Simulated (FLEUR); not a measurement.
# Anisotropy of Fe (c factor at fixed volume 1.2 on the database's cell) with FLEUR

Aim: the anisotropy of Fe (c factor at fixed volume 1.2 on the database's cell) from single passes in the potential of one collinear state.

Method: PBE; all-electron FLAPW, Dirac cores, scalar-relativistic bands, in FLEUR MaX-R8.1.

This is not the structure that Fe takes at ambient pressure and room temperature (bcc); it is a model or a phase of other conditions.

The database entry behind the starting cell differs from later determinations by our own check (an axis about 0.7 % long against later determinations), so it need not match the best structure at ambient conditions.

**1. Set-up**

The structure is tetragonal, space group I4/mmm (No. 139). Conventional cell: a = 2.635 Å, b = 2.635 Å, c = 3.463 Å, α = 90.00°, β = 90.00°, γ = 90.00°. Nearest to Fe lie 12 Fe at 2.54 to 2.63 Å.

Coordinates:

```xyz
1
Lattice="-1.3173 1.3173 1.7316 1.3173 -1.3173 1.7316 1.3173 1.3173 -1.7316" Properties=species:S:1:pos:R:3 pbc="T T T"
Fe    0.0000    0.0000    0.0000
```

The cell is strained on purpose: c factor at fixed volume 1.2 on the database's cell.

**2. The magnetic state**

The force theorems are single passes in this state's potential, so it has to be converged first.

No symmetry is used, so that later steps may turn the spins freely; k and −k are joined. inpgen writes inp.xml from crystal.txt; cutoffs, mixing, functional, smearing and local orbitals are then set in the file. The k list scf (kpts.xml, not shown) is a Γ-centred 16×16×16 mesh; where the ranks do not divide the number of points, some are split in two of half the weight.

inp.xml reads:

```
<?xml version="1.0" encoding="UTF-8" standalone="no"?>
<fleurInput fleurInputVersion="0.39">
   <comment>
      Fe
   </comment>
   <calculationSetup>
      <cutoffs Kmax="3.6" Gmax="10.8" GmaxXC="10.8" numbands="0"/>
      <scfLoop itmax="110" minDistance="0.00002" maxIterBroyd="15" imix="Anderson" alpha="0.05" precondParam="0.0" spinf="2.0" sdNocoIR="T"/>
      <coreElectrons ctail="F" frcor="F" kcrel="0" coretail_lmax="0"/>
      <xcFunctional name="pbe" relativisticCorrections="F"/>
      <magnetism jspins="2" l_noco="F" l_ss="F">
         <qss>0.0 0.0 0.0</qss>
         <mtNocoParams l_mperp="F" l_mtNocoPot="F" l_relaxSQA="F" mag_mixing_scheme="0" mix_RelaxWeightOffD="1.0" l_constrained="F" mix_constr="1.0"/>
         <sourceFreeMag l_sourceFree="F" l_scaleMag="F" mag_scale="1.0"/>
      </magnetism>
      <soc l_soc="F" theta="0.0" phi="0.0" spav="F"/>
      <expertModes spex="0" secvar="F"/>
      <geometryOptimization l_f="F" forcealpha="1.0" forcemix="BFGS" epsdisp="0.00001" epsforce="0.00001"/>
      <ldaU l_linMix="F" mixParam="0.05" spinf="1.0"/>
   </calculationSetup>
   <cell>
      <bzIntegration valenceElectrons="16.0" mode="hist" fermiSmearingEnergy="0.00183747">
         <kPointListSelection listName="scf"/>
         <xi:include xmlns:xi="http://www.w3.org/2001/XInclude" href="kpts.xml"> </xi:include>
      </bzIntegration>
      <xi:include xmlns:xi="http://www.w3.org/2001/XInclude" href="sym.xml"> </xi:include>
      <bulkLattice scale="1.0">
         <bravaisMatrix>
            <row-1>   -2.4892847288986846     2.4892847288986846     3.2722497573573599</row-1>
            <row-2>    2.4892847288986846    -2.4892847288986846     3.2722497573573599</row-2>
            <row-3>    2.4892847288986846     2.4892847288986846    -3.2722497573573599</row-3>
         </bravaisMatrix>
      </bulkLattice>
   </cell>
   <atomSpecies>
      <species name="Iron (Fe) 2.800" element="Fe" atomicNumber="26">
         <mtSphere radius="2.34" gridPoints="773" logIncrement="0.016"/>
         <atomicCutoffs lmax="8" lnonsphr="6"/>
         <electronConfig flipSpins="F">
            <coreConfig>(1s1/2) (2s1/2) (2p1/2) (2p3/2)</coreConfig>
            <valenceConfig>(3s1/2) (3p1/2) (3p3/2) (4s1/2) (3d3/2) (3d5/2)</valenceConfig>
            <stateOccupation state="(3d3/2)" spinUp="1.4" spinDown="1.0"/>
            <stateOccupation state="(3d5/2)" spinUp="3.0" spinDown="0.6"/>
         </electronConfig>
         <energyParameters s="4" p="4" d="3" f="4"/>
         <lo type="SCLO" l="0" n="3" eDeriv="0"/>
         <lo type="SCLO" l="1" n="3" eDeriv="0"/>
      </species>
   </atomSpecies>
   <atomGroups>
      <atomGroup species="Iron (Fe) 2.800">
         <relPos label="                   1">.0000000000 .0000000000 .0000000000</relPos>
         <force calculate="T" relaxXYZ="TTT"/>
         <nocoParams  alpha="0.0" beta="0.0"/>
      </atomGroup>
   </atomGroups>
   <output dos="F" band="F" slice="F">
      <bandDOS minEnergy="-.5*Htr" maxEnergy="0.5*Htr" sigma="0.015" storeEVData="T"/>
      <plotting iplot="0" polar="F">
         <plot TwoD="T" vec1="  1.0  0.0  0.0" vec2="  0.0  1.0  0.0" vec3="  0.0  0.0  1.0" zero="  0.0  0.0  0.0" file="plot"/>
      </plotting>
      <moessbauerParams electricFieldGradient="F" isomerShift="F" coreHyperfine="F" valenceHyperfine="F"/>
   </output>
</fleurInput>
```

crystal.txt reads:

```
Fe
&input film=F cartesian=F /
-1.31727275000  1.31727275000  1.73160000000
1.31727275000  -1.31727275000  1.73160000000
1.31727275000  1.31727275000  -1.73160000000
1.8897261246
1.0 1.0 1.0

1
26 0.00000000000  0.00000000000  0.00000000000 : 2.800

&kpt div1=16 div2=16 div3=16 gamma=T /
```

Launch:

```sh
> OMP_NUM_THREADS=1 inpgen -f crystal.txt -nosym -noco > inpgen.log  # inp.xml is then edited as shown
> OMP_NUM_THREADS=1 mpirun -n 4 fleur_MPI > fleur.log
```

The log of the run:

```text
Welcome to FLEUR        (www.flapw.de)
      MaX-Release 8.1          (www.max-centre.eu)

 ========== k-point set info ==========
 Selected k-point list: scf
 k-point list type: mesh
 0 x 0 x 0
 Number of k points: 2052

 ------------Calculation Setup---------------------------
 Number of MPI-tasks      :            4
 Number of PE/node        :            4
 Number of OMP-threads    :            1
 k-points in parallel     :            4
 pe's per k-point         :            1
 No of k-point loops      :          513
 Eigenvalue solver        :       lapack
 Number of basis functions:           75
 Approximate size of matrices (H+S) per k-point:         0.000 GB
 --------------------------------------------------------
 Complex matrix made real
 Complex matrix made real
 Iteration:     1   Distance:      10.75692640 me/bohr^3
 Iteration:     2   Distance:       9.04005192 me/bohr^3
 Iteration:     3   Distance:       5.80032195 me/bohr^3
 Iteration:     4   Distance:       2.72759610 me/bohr^3
 Iteration:     5   Distance:       0.81097057 me/bohr^3
 Iteration:     6   Distance:       0.64516372 me/bohr^3
 Iteration:     7   Distance:       0.19892057 me/bohr^3
 Iteration:     8   Distance:       0.12844678 me/bohr^3
 Iteration:     9   Distance:       0.07883291 me/bohr^3
 Iteration:    10   Distance:       0.03295452 me/bohr^3
 Iteration:    11   Distance:       0.03405978 me/bohr^3
 Iteration:    12   Distance:       0.00543059 me/bohr^3
 Iteration:    13   Distance:       0.00304343 me/bohr^3
 Iteration:    14   Distance:       0.00131662 me/bohr^3
 Iteration:    15   Distance:       0.00014734 me/bohr^3
 Iteration:    16   Distance:       0.00014184 me/bohr^3
 Iteration:    17   Distance:       0.00004639 me/bohr^3
 Iteration:    18   Distance:       0.00001811 me/bohr^3

 ********************************************************************
 Run finished successfully
 Stop message:
   all done
 ********************************************************************

--- out.xml (last complete iteration) ---
<iteration numberForCurrentRun="   18" overallNumber="   18">
         <energyParameters units="Htr">
            <atomicEP atomType="1" spin="1" branch="4s" branchLowest="-2.90" branchHighest="1.75" value="0.2001701888"/>
            <atomicEP atomType="1" spin="1" branch="4p" branchLowest="-1.64" branchHighest="2.31" value="0.3341506405"/>
            <atomicEP atomType="1" spin="1" branch="3d" branchLowest="-9.99" branchHighest="0.37" value="0.2545033925"/>
            <atomicEP atomType="1" spin="1" branch="4f" branchLowest="-9.99" branchHighest="3.39" value="0.6482505662"/>
            <loAtomicEP atomType="1" spin="1" branch="3s" branchLowest="-29.54" branchHighest="-2.90" value="-2.9047336385"/>
            <loAtomicEP atomType="1" spin="1" branch="3p" branchLowest="-25.07" branchHighest="-1.64" value="-1.6572077605"/>
            <atomicEP atomType="1" spin="2" branch="4s" branchLowest="-2.79" branchHighest="1.83" value="0.1937606771"/>
            <atomicEP atomType="1" spin="2" branch="4p" branchLowest="-1.53" branchHighest="2.39" value="0.3203111535"/>
            <atomicEP atomType="1" spin="2" branch="3d" branchLowest="-9.99" branchHighest="0.48" value="0.3304169546"/>
            <atomicEP atomType="1" spin="2" branch="4f" branchLowest="-9.99" branchHighest="3.47" value="0.6288208053"/>
            <loAtomicEP atomType="1" spin="2" branch="3s" branchLowest="-29.49" branchHighest="-2.79" value="-2.7937626367"/>
            <loAtomicEP atomType="1" spin="2" branch="3p" branchLowest="-25.04" branchHighest="-1.53" value="-1.5490198767"/>
         </energyParameters>
         <bandgap value="0.0000000004" units="eV"/>
         <sumValenceSingleParticleEnergies value="-13.2839417969" units="Htr"/>
         <FermiEnergy value="0.3360808005" units="Htr"/>
         <valenceDensity>
            <mtCharges spin="1">
               <mtCharge atomType="1" total="8.7856636" s="1.2032274" p="3.1824594" d="4.3796989" f="0.0152971"/>
            </mtCharges>
            <mtCharges spin="2">
               <mtCharge atomType="1" total="6.1918015" s="1.2131833" p="3.2222943" d="1.7425095" f="0.0112311"/>
            </mtCharges>
            <spinDependentCharge spin="1" total="9.2713677" interstitial="0.4857041" mtSpheres="8.7856636"/>
            <spinDependentCharge spin="2" total="6.7286323" interstitial="0.5368307" mtSpheres="6.1918015"/>
            <totalCharge value="16.0000000000"/>
         </valenceDensity>
         <coreStates atomType="     1" atomicNumber=" 26" spin="1" kinEnergy="    574.6138123160" eigValSum="   -361.3207757241" lostElectrons=" 0.000000">
            <state n="1" l="0" j="0.5" energy="-256.5496094346" weight="1.0000000000"/>
            <state n="2" l="0" j="0.5" energy="-29.5384447916" weight="1.0000000000"/>
            <state n="2" l="1" j="0.5" energy="-25.3830104618" weight="1.0000000000"/>
            <state n="2" l="1" j="1.5" energy="-24.9248555181" weight="2.0000000000"/>
         </coreStates>
         <coreStates atomType="     1" atomicNumber=" 26" spin="2" kinEnergy="    575.1183712750" eigValSum="   -361.1610092878" lostElectrons=" 0.000000">
            <state n="1" l="0" j="0.5" energy="-256.5501040507" weight="1.0000000000"/>
            <state n="2" l="0" j="0.5" energy="-29.4893592271" weight="1.0000000000"/>
            <state n="2" l="1" j="0.5" energy="-25.3466730756" weight="1.0000000000"/>
            <state n="2" l="1" j="1.5" energy="-24.8874364672" weight="2.0000000000"/>
         </coreStates>
         <allElectronCharges>
            <spinDependentCharge spin="1" total="14.2713677" interstitial="0.4857041" mtSpheres="13.7856636"/>
            <spinDependentCharge spin="2" total="11.7286323" interstitial="0.5368307" mtSpheres="11.1918015"/>
            <totalCharge value="26.0000000001"/>
         </allElectronCharges>
         <magneticMomentsInMTSpheres units="muBohr">
            <globalMagMoment atomType="1" vec="0.00000   0.00000   2.59386"/>
            <localMagMoment atomType="1" vec="0.00000   0.00000   2.59386"/>
         </magneticMomentsInMTSpheres>
         <moessbauerParams unitsHFF="kG" unitsIS="e/bohr^3" unitsEFG="Htr/bohr^2">
         </moessbauerParams>
         <totalEnergy value="    -1272.7989054913" units="Htr">
            <sumOfEigenvalues value="     -735.7657268088">
               <coreElectrons value="-722.4817850119"/>
               <valenceElectrons value="-13.2839417969"/>
            </sumOfEigenvalues>
            <densityCoulombPotentialIntegral value="-1953.3877537717"/>
            <densityEffectivePotentialIntegral value="-2026.0168311710"/>
            <chargeDenXCDenIntegral value="-55.9530330586"/>
            <FockExchangeEnergyValence value="0.0000000000"/>
            <FockExchangeEnergyCore value="0.0000000000"/>
            <atomTypeDependentContributions atomType="1">
               <electronNucleiInteractionDifferentMTs value="1520.5326442719"/>
               <MadelungTerm value="-9.8704556372"/>
            </atomTypeDependentContributions>
            <tkbTimesEntropy value="0.0003178563"/>
            <freeEnergy value="-1272.7992233475"/>
            <extrapolationTo0K value="-1272.7990644194"/>
         </totalEnergy>
         <densityConvergence units="me/bohr^3">
            <chargeDensity spin="1" distance="0.0000098738"/>
            <chargeDensity spin="2" distance="0.0000142987"/>
            <overallChargeDensity distance="0.0000181058"/>
            <spinDensity distance="0.0000166152"/>
         </densityConvergence>
      </iteration>
```

It took 1.7 min on 4 MPI ranks of Arm Neoverse V1, shared host; peak memory 0.35 GiB.

Numbers from this step:

| Property | Result |
| --- | --- |
| free energy | -34634.6313 eV |
| program's band gap on this mesh (in a metal only a level spacing) | 4.00e-10 eV |
| magnetization | 2.543 μB |
| final state | ferromagnetic |
| largest moment | 2.594 μB |

After 18 cycles the largest moment stands at 2.59 μB.

**3. Energy against the direction of the moments, rung 1**

Anisotropy is a small difference, so it is taken from sums over occupied states at a frozen potential, where most errors cancel.

One pass with spin–orbit coupling for each direction, from the saved density. Inversion lets half of the mesh serve, which the program's warning doesn't know. The k list mae (kpts.xml, not shown) is a Γ-centred 20×20×20 mesh.

inp.xml: that of step 2 with these lines changed.

```diff
@@ -6,4 +6,4 @@
    <calculationSetup>
-      <cutoffs Kmax="3.6" Gmax="10.8" GmaxXC="10.8" numbands="0"/>
-      <scfLoop itmax="110" minDistance="0.00002" maxIterBroyd="15" imix="Anderson" alpha="0.05" precondParam="0.0" spinf="2.0" sdNocoIR="T"/>
+      <cutoffs Kmax="3.6" Gmax="10.8" GmaxXC="10.8" numbands="36"/>
+      <scfLoop itmax="1" minDistance="0.00002" maxIterBroyd="15" imix="Anderson" alpha="0.05" precondParam="0.0" spinf="2.0" sdNocoIR="T"/>
       <coreElectrons ctail="F" frcor="F" kcrel="0" coretail_lmax="0"/>
@@ -15,3 +15,3 @@
       </magnetism>
-      <soc l_soc="F" theta="0.0" phi="0.0" spav="F"/>
+      <soc l_soc="T" theta="0.0" phi="0.0" spav="F"/>
       <expertModes spex="0" secvar="F"/>
@@ -22,3 +22,3 @@
       <bzIntegration valenceElectrons="16.0" mode="hist" fermiSmearingEnergy="0.00183747">
-         <kPointListSelection listName="scf"/>
+         <kPointListSelection listName="mae"/>
          <xi:include xmlns:xi="http://www.w3.org/2001/XInclude" href="kpts.xml"> </xi:include>
@@ -63,2 +63,5 @@
    </output>
+   <forceTheorem>
+      <MAE theta="0.0 1.5707963 1.5707963 0.7853982" phi="0.0 0.0 0.7853982 0.0"/>
+   </forceTheorem>
 </fleurInput>
```

Launch:

```sh
> OMP_NUM_THREADS=1 mpirun -n 4 fleur_MPI -warn_only > fleur.log
```

The log of the run:

```text
[banner, memory and clock lines left out]
Welcome to FLEUR        (www.flapw.de)
      MaX-Release 8.1          (www.max-centre.eu)
************FLEUR-Warning*****************
Error message: k-point set is not compatible to missing time-reversal symmetry in calculation.
Error occurred in subroutine: gen_bz
Error from PE:0/4
Other PEs with error messages:
     1-k-point set is not compatible to missing time-reversal symmetry in calculation.
     2-k-point set is not compatible to missing time-reversal symmetry in calculation.
     3-k-point set is not compatible to missing time-reversal symmetry in calculation.
*****************************************

 ========== k-point set info ==========
 Selected k-point list: mae
 k-point list type: mesh
 0 x 0 x 0
 Number of k points: 4004

************FLEUR-Warning*****************
Error message: k-point set is not compatible to missing time-reversal symmetry in calculation.
Error occurred in subroutine: gen_bz
Error from PE:2/4
*****************************************
 [... set-up left out ...]
 ********************************************************************
 Run finished successfully
 Stop message:
   Forcetheorem MAE
 ********************************************************************

--- out.xml (force theorem) ---
<Forcetheorem_MAE Angles="4" units="Htr">
            <Angle theta="0.0000000" phi="0.0000000" ev-sum="-13.284456536"/>
            <Angle theta="1.5707963" phi="0.0000000" ev-sum="-13.284456608"/>
            <Angle theta="1.5707963" phi="0.7853982" ev-sum="-13.284456559"/>
            <Angle theta="0.7853982" phi="0.0000000" ev-sum="-13.284456594"/>
         </Forcetheorem_MAE>
```

Run time: 55 s. Hardware: 4 MPI ranks; peak memory 0.95 GiB; 3.7 min of CPU time.

Anisotropy energies, by row:

| axis | x | y | z | band energy less the first axis' (meV a cell) |
| --- | --- | --- | --- | --- |
| [001] | 0 | 0 | 1 | 0 |
| [100] | 1 | 0 | 0 | -0.001959 |
| [110] | 0.7071 | 0.7071 | 0 | -6.26e-4 |
| 45 degrees from [001] toward [100] | 0.7071 | 0 | 0.7071 | -0.001578 |

Indices are those of the standard conventional cell; x, y, z give the same directions in the axes of the input.

**4. Anisotropy by the force theorem, rung 2**

A second rung shows how far the first can be trusted.

The k list mae (kpts.xml, not shown) is a Γ-centred 30×30×30 mesh.

inp.xml is that of step 3.

The log of the run:

```text
[banner, memory and clock lines left out]
Welcome to FLEUR        (www.flapw.de)
      MaX-Release 8.1          (www.max-centre.eu)
************FLEUR-Warning*****************
Error message: k-point set is not compatible to missing time-reversal symmetry in calculation.
Error occurred in subroutine: gen_bz
Error from PE:0/4
Other PEs with error messages:
     1-k-point set is not compatible to missing time-reversal symmetry in calculation.
*****************************************

 ========== k-point set info ==========
 Selected k-point list: mae
 k-point list type: mesh
 0 x 0 x 0
 Number of k points: 13504

 [... set-up left out ...]
 ********************************************************************
 Run finished successfully
 Stop message:
   Forcetheorem MAE
 ********************************************************************

--- out.xml (force theorem) ---
<Forcetheorem_MAE Angles="4" units="Htr">
            <Angle theta="0.0000000" phi="0.0000000" ev-sum="-13.284486541"/>
            <Angle theta="1.5707963" phi="0.0000000" ev-sum="-13.284486545"/>
            <Angle theta="1.5707963" phi="0.7853982" ev-sum="-13.284486509"/>
            <Angle theta="0.7853982" phi="0.0000000" ev-sum="-13.284486564"/>
         </Forcetheorem_MAE>
```

Elapsed: 3.1 min, on 4 MPI ranks; peak memory 2.8 GiB.

Anisotropy energies, by row:

| axis | x | y | z | band energy less the first axis' (meV a cell) |
| --- | --- | --- | --- | --- |
| [001] | 0 | 0 | 1 | 0 |
| [100] | 1 | 0 | 0 | -1.09e-4 |
| [110] | 0.7071 | 0.7071 | 0 | 8.71e-4 |
| 45 degrees from [001] toward [100] | 0.7071 | 0 | 0.7071 | -6.26e-4 |

(Continued in part 2 of 2.)

[Logs and program files are shortened in this print: banners, set-up blocks, solver, clock and traceback lines can be left out without a mark of their own.]

[Logs are printed without paths, hosts, clocks, repeated set-up lines and the standing remarks that a program may print on its own settings, such as how far it seeks lower states.]

[Hosts, paths, dates, database ids (printed as entryN), source tags and the programs' standing remarks are cut or masked in the printed files.]

[Where a cell is said to come from a database of computed structures, the database is the Materials Project.]
